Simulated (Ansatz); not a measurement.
FePt (Tetraferroplatinum):

```
CELL_PARAMETERS angstrom
2.72350 0.00000 0.00000
0.00000 2.72350 0.00000
0.00000 0.00000 3.72000
ATOMIC_POSITIONS crystal
Pt 0.50000 0.50000 0.50000
Fe 0.00000 0.00000 0.00000
```

Base run:

- Program: Ansatz 0.2.0
- Functional: PBEsol
- Potentials or basis: Ansatz PAW
- Cutoff: 420 eV (not typed: the program's choice for these potentials)
- k mesh: 10 × 10 × 7
- Occupations: fermi-dirac, width 0.05 eV
- Spin: collinear spin, ferromagnetic start
- Starting moments: [0.0, 3.0] μB

Its results: band gap on the k mesh none (metal or under the smearing width); pressure -6.0 GPa; net moment 3.28 μB per cell; site moments Pt +0.39; Fe +2.94 μB.

Question: The run is repeated on the same cell with these changes: functional from PBEsol to PBE; cutoff from 420 eV (not typed: the program's choice for these potentials) to 250 eV. What comes out?

Answer: Band gap on the k mesh none (metal or under the smearing width); pressure 17.6 GPa; net moment 3.26 μB per cell; site moments Pt +0.37; Fe +2.96 μB.

PBE binds less tightly than PBEsol, so the same cell stands under more pressure.

Caveats: spin-orbit coupling is left out, which moves the levels of the heavy elements (some runs); the PAW data sets come from PBE, with cores solved anew for the run's functional, which leaves a small shift of forces and pressure (some runs); so large a pressure means that the cell lies far from this level's equilibrium, or that cutoff or potentials fall short (some runs); the pressure holds a Pulay correction of +163.4 GPa for the finite cutoff (some runs); the cutoff lies under the one recommended for these potentials (some runs).
